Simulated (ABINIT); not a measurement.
# SnO2 (Cassiterite) (P4_2/mnm) in ABINIT: band structure with LDA

Aim: the band structure of SnO2 (Cassiterite) with LDA.

Program: ABINIT 10.8.3 (patched build). These are calculated values, not measurements. Logs are shortened: lines on timing, memory, paths and dates and some standing lists are left out, and cuts for length are marked. The log counts tension as positive stress, the text compression.

## Step 1: The crystal as given

It takes space group P4_2/mnm (No. 136, tetragonal). Conventional cell: a = 4.738 Å, b = 4.738 Å, c = 3.187 Å, α = 90.00°, β = 90.00°, γ = 90.00°. Around Sn (site symmetry mmm) lie 6 O at 2.05 to 2.06 Å. Around O (site symmetry m2m) lie 3 Sn at 2.05 to 2.06 Å.

## Step 2: Band structure, LDA

The input, run.abi:

```
# Datasets: ground state, then fixed potential
ndtset 2

# Pseudopotentials
pp_dirpath "./"
pseudos "Sn.LDA_PW-JTH.xml, O.LDA_PW-JTH.xml"

# Structure
acell 3*1.0 Angstrom
rprim
     4.7380000000     0.0000000000     0.0000000000
     0.0000000000     4.7380000000     0.0000000000
     0.0000000000     0.0000000000     3.1865000000
ntypat 2
znucl 50 8
natom 6
typat 1 1 2 2 2 2
xcart
     2.3690000000     2.3690000000     1.5932500000
     0.0000000000     0.0000000000     0.0000000000
     3.8240398000     0.9139602000     1.5932500000
     3.2829602000     3.2829602000     0.0000000000
     0.9139602000     3.8240398000     1.5932500000
     1.4550398000     1.4550398000     0.0000000000 Angstrom

# Plane-wave basis
ecut 23.0
pawecutdg 45.0

# Exchange and correlation
ixc 7

# Bands and occupations
occopt 3
tsmear 0.05 eV

# SCF cycle
nstep 100

# Output
iomode 3
prtwf 0
prteig 0
prtebands 0
enunit 1
prtden1 1
prtvha1 1
prtvclmb1 1
prtpot1 1

# Dataset 1
kptopt1 1
ngkpt1 6 6 8
nshiftk1 1
shiftk1 0.0 0.0 0.0
nband1 32
tolvrs1 1.0e-9

# Dataset 2: bands along G-X-M-G-Z-R-A-Z
iscf2 -2
getden2 1
nband2 38
nbdbuf2 4
tolwfr2 1.0e-11
kptopt2 -7
ndivsm2 5
prteig2 1
prtvol2 -3
kptbounds2
     0.0000000000     0.0000000000     0.0000000000
     0.0000000000     0.5000000000     0.0000000000
     0.5000000000     0.5000000000     0.0000000000
     0.0000000000     0.0000000000     0.0000000000
     0.0000000000     0.0000000000     0.5000000000
     0.0000000000     0.5000000000     0.5000000000
     0.5000000000     0.5000000000     0.5000000000
     0.0000000000     0.0000000000     0.5000000000
```

Potentials or basis: JTH PAW LDA v2.0.

Started as:

```console
abinit run.abi > log 2>&1
```

run.abo:

```text
.Version 10.8.3 of ABINIT
 DATASET    1 : space group P4_2/m n m (#136); Bravais tP (primitive tetrag.)
================================================================================
 Values of the parameters that define the memory need for DATASET  1.
     intxc =       0    ionmov =       0      iscf =      17    lmnmax =      18
     lnmax =       6     mgfft =      40  mpssoang =       3    mqgrid =    3001
     natom =       6  nloc_mem =       2    nspden =       1   nspinor =       1
    nsppol =       1      nsym =      16    n1xccc =       1    ntypat =       2
    occopt =       3   xclevel =       1
       mpw =        2573          nfft =       43200          nkpt =          50
 PAW method is used; the additional fine FFT grid is defined by:
   mgfftf=        60    nfftf =    144000
================================================================================
================================================================================

 DATASET    2 : space group P4_2/m n m (#136); Bravais tP (primitive tetrag.)
================================================================================
 Values of the parameters that define the memory need for DATASET  2.
     intxc =       0    ionmov =       0      iscf =      -2    lmnmax =      18
     lnmax =       6     mgfft =      40  mpssoang =       3    mqgrid =    3001
     natom =       6  nloc_mem =       2    nspden =       1   nspinor =       1
    nsppol =       1      nsym =      16    n1xccc =       1    ntypat =       2
    occopt =       3   xclevel =       1
       mpw =        2573          nfft =       43200          nkpt =          42
 PAW method is used; the additional fine FFT grid is defined by:
   mgfftf=        60    nfftf =    144000
================================================================================
================================================================================

--------------------------------------------------------------------------------
------------- Echo of variables that govern the present computation ------------
--------------------------------------------------------------------------------
 -outvars: echo values of preprocessed input variables --------
            acell      1.8897261259E+00  1.8897261259E+00  1.8897261259E+00 Bohr
              amu      1.18710000E+02  1.59994000E+01
             ecut      2.30000000E+01 Hartree
           enunit           1
           getden1          0
           getden2          1
             iscf1         17
             iscf2         -2
              ixc           7
           jdtset        1    2
           kptopt1          1
           kptopt2         -7
         kptrlatt        6    0    0      0    6    0      0    0    8
          kptrlen1     4.81728984E+01
          kptrlen2     3.00000000E+01
            natom           6
            nband1         32
            nband2         38
           nbdbuf1          0
           nbdbuf2          4
           ndtset           2
           ndivsm1          0
           ndivsm2          5
            ngfft          40      40      27
          ngfftdg          60      60      40
             nkpt1         50
             nkpt2         42
            nstep         100
             nsym          16
           ntypat           2
           occopt           3
        pawecutdg      4.50000000E+01 Hartree
        prtebands           0
           prteig1          0
           prteig2          1
           prtpot1          1
           prtpot2          0
         prtvclmb1          1
         prtvclmb2          0
           prtvha1          1
           prtvha2          0
           prtvol1          0
[... 845 lines left out ...]
  2.01E-12  4.67E-12  7.89E-12  7.76E-12  1.99E-12  4.49E-12  7.40E-12  8.80E-12
  2.44E-12  9.84E-12  1.59E-11  1.87E-10  2.74E-07  5.36E-06
 -5.7880E-01 -5.7880E-01 -5.6039E-01 -5.6039E-01 -5.4445E-01 -5.4445E-01
 -5.4228E-01 -5.4228E-01 -5.4036E-01 -5.4036E-01 -4.4215E-01 -4.4215E-01
 -3.7822E-01 -3.7822E-01 -8.9156E-02 -8.9156E-02  2.2775E-02  2.2775E-02
  4.3078E-02  4.3078E-02  8.5186E-02  8.5186E-02  1.2032E-01  1.2032E-01
  1.3601E-01  1.3601E-01  4.0363E-01  4.0363E-01  5.3243E-01  5.3243E-01
  5.6642E-01  5.6642E-01  5.7534E-01  5.7534E-01  6.4104E-01  6.4104E-01
  6.8355E-01  6.8357E-01

--- !ResultsGS
iteration_state: {dtset: 2, }
comment   : Summary of ground state results
lattice_vectors:
- [  8.9535224,   0.0000000,   0.0000000, ]
- [  0.0000000,   8.9535224,   0.0000000, ]
- [  0.0000000,   0.0000000,   6.0216123, ]
lattice_lengths: [   8.95352,    8.95352,    6.02161, ]
lattice_angles: [ 90.000,  90.000,  90.000, ] # degrees, (23, 13, 12)
lattice_volume:   4.8272594E+02
convergence: {deltae:  0.000E+00, res2:  0.000E+00, residm:  9.956E-12, diffor:  0.000E+00, }
etotal    :  -2.04397570E+02
entropy   :   0.00000000E+00
fermie    :   2.03777420E-01
cartesian_stress_tensor: null
pressure_GPa: null
xred      :
- [  5.0000E-01,   5.0000E-01,   5.0000E-01, Sn]
- [  0.0000E+00,   0.0000E+00,   0.0000E+00, Sn]
- [  8.0710E-01,   1.9290E-01,   5.0000E-01,  O]
- [  6.9290E-01,   6.9290E-01,   0.0000E+00,  O]
- [  1.9290E-01,   8.0710E-01,   5.0000E-01,  O]
- [  3.0710E-01,   3.0710E-01,   0.0000E+00,  O]
cartesian_forces: null
force_length_stats: {min: null, max: null, mean: null, }
...

 Integrated electronic density in atomic spheres:
 ------------------------------------------------
 Atom  Sphere_radius  Integrated_density
    1        2.51086         12.23884360
    2        2.51086         12.23884360
    3        1.41465          4.56731111
    4        1.41465          4.56731111
    5        1.41465          4.56731111
    6        1.41465          4.56731111

================================================================================

 ----iterations are completed or convergence reached----

 Mean square residual over all n,k,spin=   50.600E-13; max=  99.563E-13
 reduced coordinates (array xred) for    6 atoms
       0.500000000000      0.500000000000      0.500000000000
       0.000000000000      0.000000000000      0.000000000000
       0.807100000000      0.192900000000      0.500000000000
       0.692900000000      0.692900000000      0.000000000000
       0.192900000000      0.807100000000      0.500000000000
       0.307100000000      0.307100000000      0.000000000000

 cartesian coordinates (angstrom) at end:
    1      2.36900000000000     2.36900000000000     1.59325000000000
    2      0.00000000000000     0.00000000000000     0.00000000000000
    3      3.82403980000000     0.91396020000000     1.59325000000000
    4      3.28296020000000     3.28296020000000     0.00000000000000
    5      0.91396020000000     3.82403980000000     1.59325000000000
    6      1.45503980000000     1.45503980000000     0.00000000000000
 length scales=  1.889726125908  1.889726125908  1.889726125908 bohr
              =  1.000000000000  1.000000000000  1.000000000000 angstroms
 Eigenvalues (   eV  ) for nkpt=  42  k points:
 kpt#   1, nband= 38, wtk=  1.00000, kpt=  0.0000  0.0000  0.0000 (reduced coord)
 -16.00744  -15.26746  -14.97636  -14.94866  -14.94866  -14.85855  -14.82333  -14.73067
 -14.69719  -14.69719  -13.79603  -11.86508  -11.86508  -10.03483   -3.24145    0.81629
   0.81629    0.91980    1.80680    2.86166    3.04442    3.74461    3.74461    4.16800
   4.16800    4.97053    6.09866   10.88360   11.07095   11.07095   15.07583   15.28261
  16.80991   16.80991   17.28790   17.36781   19.96441   21.38363
 kpt#   2, nband= 38, wtk=  1.00000, kpt=  0.0000  0.1000  0.0000 (reduced coord)
 -15.99240  -15.28274  -14.97616  -14.94788  -14.94785  -14.87457  -14.82074  -14.73253
 -14.69814  -14.69808  -13.76418  -11.93897  -11.80259  -10.05370   -3.17815    0.62567
   0.86890    0.95886    1.86750    2.79776    3.12500    3.74670    3.75238    3.92822
   4.17539    4.91701    6.38941   10.78802   11.10837   11.18003   15.19032   15.37976
  16.71591   16.80568   17.27157   17.37722   19.80769   21.43794
 kpt#   3, nband= 38, wtk=  1.00000, kpt=  0.0000  0.2000  0.0000 (reduced coord)
 -15.94778  -15.33307  -14.97556  -14.94587  -14.94575  -14.90965  -14.81330  -14.73809
 -14.70063  -14.70046  -13.66816  -12.13833  -11.62787  -10.12398   -2.98608    0.15486
   1.02044    1.07373    2.04402    2.62265    3.26650    3.44034    3.75259    3.76780
   4.19611    4.76937    7.02859   10.59640   11.22944   11.38123   15.45114   15.66231
[... 221 lines left out ...]
   3.65530    3.77855   10.82451   11.20640   13.28188   14.70121   15.27789   15.54391
  15.62086   16.52847   17.56102   17.58527   17.75966   18.26655
 kpt#  41, nband= 38, wtk=  1.00000, kpt=  0.0714  0.0714  0.5000 (reduced coord)
 -15.79542  -15.75066  -15.25016  -15.18109  -14.81714  -14.81624  -14.75583  -14.75491
 -14.70333  -14.70139  -12.09327  -12.02200  -10.29617  -10.24839   -2.47325   -2.33708
   0.53541    0.56957    0.67446    1.30777    2.31799    2.77409    3.31630    3.32168
   3.68521    3.72115   10.94634   11.05317   14.03626   14.54449   15.44947   15.46575
  15.56036   16.00918   17.46326   17.47719   18.25774   18.50352
 kpt#  42, nband= 38, wtk=  1.00000, kpt=  0.0000  0.0000  0.5000 (reduced coord)
 -15.74992  -15.74992  -15.24890  -15.24890  -14.81515  -14.81515  -14.75620  -14.75620
 -14.70404  -14.70404  -12.03145  -12.03145  -10.29177  -10.29177   -2.42605   -2.42605
   0.61973    0.61973    1.17221    1.17221    2.31803    2.31803    3.27418    3.27418
   3.70108    3.70108   10.98326   10.98326   14.48811   14.48811   15.41311   15.41311
  15.65582   15.65582   17.44357   17.44357   18.60041   18.60089

== END DATASET(S) ==============================================================
================================================================================

 -outvars: echo values of variables after computation  --------
            acell      1.8897261259E+00  1.8897261259E+00  1.8897261259E+00 Bohr
           etotal1    -2.0439757018E+02
            fcart1    -0.0000000000E+00 -0.0000000000E+00 -0.0000000000E+00
                      -0.0000000000E+00 -0.0000000000E+00 -0.0000000000E+00
                      -1.9204911203E-03  1.9204911203E-03 -0.0000000000E+00
                       1.9204911203E-03  1.9204911203E-03 -0.0000000000E+00
                       1.9204911203E-03 -1.9204911203E-03 -0.0000000000E+00
                      -1.9204911203E-03 -1.9204911203E-03 -0.0000000000E+00
            rprim      4.7380000000E+00  0.0000000000E+00  0.0000000000E+00
                       0.0000000000E+00  4.7380000000E+00  0.0000000000E+00
                       0.0000000000E+00  0.0000000000E+00  3.1865000000E+00
           strten1     6.4145113990E-05  6.4145113990E-05  3.4488204164E-05
                       0.0000000000E+00  0.0000000000E+00  0.0000000000E+00
           xangst      2.3690000000E+00  2.3690000000E+00  1.5932500000E+00
                       0.0000000000E+00  0.0000000000E+00  0.0000000000E+00
                       3.8240398000E+00  9.1396020000E-01  1.5932500000E+00
                       3.2829602000E+00  3.2829602000E+00  0.0000000000E+00
                       9.1396020000E-01  3.8240398000E+00  1.5932500000E+00
                       1.4550398000E+00  1.4550398000E+00  0.0000000000E+00
             xred      5.0000000000E-01  5.0000000000E-01  5.0000000000E-01
                       0.0000000000E+00  0.0000000000E+00  0.0000000000E+00
                       8.0710000000E-01  1.9290000000E-01  5.0000000000E-01
                       6.9290000000E-01  6.9290000000E-01  0.0000000000E+00
                       1.9290000000E-01  8.0710000000E-01  5.0000000000E-01
                       3.0710000000E-01  3.0710000000E-01  0.0000000000E+00
 Calculation completed.
```

Wall time 3.9 min (1 thread of Arm Neoverse V1, shared host); peak memory 0.19 GiB.

Results:

- Free energy: -5561.9412 eV
- Pressure: -1.6 GPa
- Largest force: 0.140 eV/Å
- Band gap on the k mesh: 1.13 eV, direct
- Band gap along the path: 1.13 eV, direct

Forces on the atoms (eV/Å):
```
Sn   0.000  0.000  0.000
Sn   0.000  0.000  0.000
O   -0.099  0.099  0.000
O    0.099  0.099  0.000
O    0.099 -0.099  0.000
O   -0.099 -0.099  0.000
```

Levels at the corners of the path, in eV from the valence-band top:
```
point  band 22  band 23  band 24  band 25  band 26  band 27  band 28  band 29  band 30  band 31
    Γ    -1.23    -1.23    -0.80    -0.80     0.00     1.13     5.91     6.10     6.10    10.11
    X    -1.98    -1.19    -1.19    -0.65    -0.65     4.28     4.28     6.82     6.82    10.72
    M    -2.02    -1.31    -1.31    -0.90    -0.90     4.66     4.66     7.30     7.30    10.74
    Γ    -1.23    -1.23    -0.80    -0.80     0.00     1.13     5.91     6.10     6.10    10.11
    Z    -2.65    -1.70    -1.70    -1.27    -1.27     6.01     6.01     9.52     9.52    10.44
    R    -1.75    -1.13    -1.13    -0.70    -0.70     6.29     6.29     7.84     7.84    10.78
    A    -2.46    -0.99    -0.99    -0.84    -0.84     4.70     4.70     8.60     8.60    10.78
    Z    -2.65    -1.70    -1.70    -1.27    -1.27     6.01     6.01     9.52     9.52    10.44
```

Caveat: spin-orbit coupling is left out, which moves the levels of the heavy elements; the atomic spheres overlap. Expect the measured gap to be larger: semilocal functionals such as LDA lack the derivative discontinuity.
